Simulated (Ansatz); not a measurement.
Crystal: Co.

```
Co
1.0
     2.47056    0.00000    0.00000
    -1.23528    2.13957    0.00000
     0.00000    0.00000    8.08823
Co
4
Direct
  0.66667 0.33333 0.75000
  0.00000 0.00000 0.50000
  0.33333 0.66667 0.25000
  0.00000 0.00000 0.00000
```

| Quantity | Value |
| --- | --- |
| Program | Ansatz 0.2.0 |
| Task | relaxation of cell and atoms |
| Functional | PBEsol |
| Dispersion | D3(BJ)-ATM |
| Potentials or basis | Ansatz PAW |
| Cutoff | 420 eV (not typed: the program's choice for these potentials) |
| k mesh | 12 × 12 × 4 |
| Occupations | fermi-dirac, width 0.05 eV |
| Spin | collinear spin, ferromagnetic start |
| Starting moments | [2.0, 2.0, 2.0, 2.0] μB |

At the start: volume 10.69 Å³/atom.

Problem. Where does the relaxation end?

Solution. It ends after 7 steps and the volume is 10.20 Å³/atom (-4.5 %); space group P6_3/mmc (No. 194, to 0.05 Å); moment 6.35 μB per cell.

The path:
```csv
step,energy change (eV),largest force (eV/Å),volume (Å³)
1,0.0000,0.0000,42.75
2,-0.0543,0.0000,41.72
3,-0.0710,0.0000,40.76
4,-0.0710,0.0000,40.84
5,-0.0691,0.0000,40.84
6,-0.0691,0.0000,40.82
7,-0.0691,0.0000,40.82
```

Final structure:
```xyz
4
Lattice="2.4422 0.0000 0.0000 -1.2211 2.1150 0.0000 0.0000 0.0000 7.9024" Properties=species:S:1:pos:R:3 pbc="T T T"
Co    1.2211    0.7050    5.9268
Co    0.0000    0.0000    3.9512
Co    0.0000    1.4100    1.9756
Co    0.0000    0.0000    0.0000
```

Caveat: the plane-wave basis is chosen anew once the cell has moved, so the energies of steps on either side of that aren't comparable; pairwise dispersion overbinds metals, which lowers pressure and volume; the PAW data sets come from PBE, with cores solved anew for the run's functional, which leaves a small shift of forces and pressure.
